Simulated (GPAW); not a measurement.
Ti2O in GPAW: the effect of strain tetragonal

Crystal: Ti2O.

```
Ti O
1.0
     2.80262    0.00000    0.00000
    -1.40131    2.42714    0.00000
     0.00000    0.00000    5.11393
Ti O
2 1
Direct
  0.33333 0.66667 0.72126
  0.66667 0.33333 0.27874
  0.00000 0.00000 0.00000
```

Alike in all runs:

- Program: GPAW 26.7.0
- Task: single point
- Functional: PBEsol
- Potentials or basis: PAW data sets generated in the run's folder for this functional
- Cutoff: 800 eV
- Basis: pw
- k mesh: 9 × 9 × 5
- Occupations: fermi-dirac, width 0.05 eV
- Spin: no spin polarisation
- Maxiter: 150

| strain tetragonal | pressure (GPa) | largest force (eV/Å) |
| --- | --- | --- |
| -0.04 | ? | ? |
| -0.02 | 4.9 | 0.87 |
| -0.01 | 5.0 | 1.05 |
| 0 | 5.2 | 1.29 |
| 0.01 | 5.6 | 1.56 |
| 0.02 | 6.0 | 1.83 |
| 0.04 | 7.2 | 2.44 |

**Question.** What does the run with strain tetragonal -0.04 give?

**Answer.** Pressure 4.8 GPa; largest force 0.69 eV/Å.

Worked out: A parabola through the other rows of the pressure, of slope -15 GPa per unit of strain tetragonal there, extrapolates to 5.0 GPa, against the run's 4.8. A parabola through the other rows of the largest force, of slope 15.1 eV/Å per unit of strain tetragonal there, extrapolates to 0.51 eV/Å, against the run's 0.69.

Caveats: the density grid can change from cell to cell, which puts small steps into energies and stress; forces of over 1 eV/Å show positions far from the minimum, so gaps and moduli don't describe the material at rest (some runs).
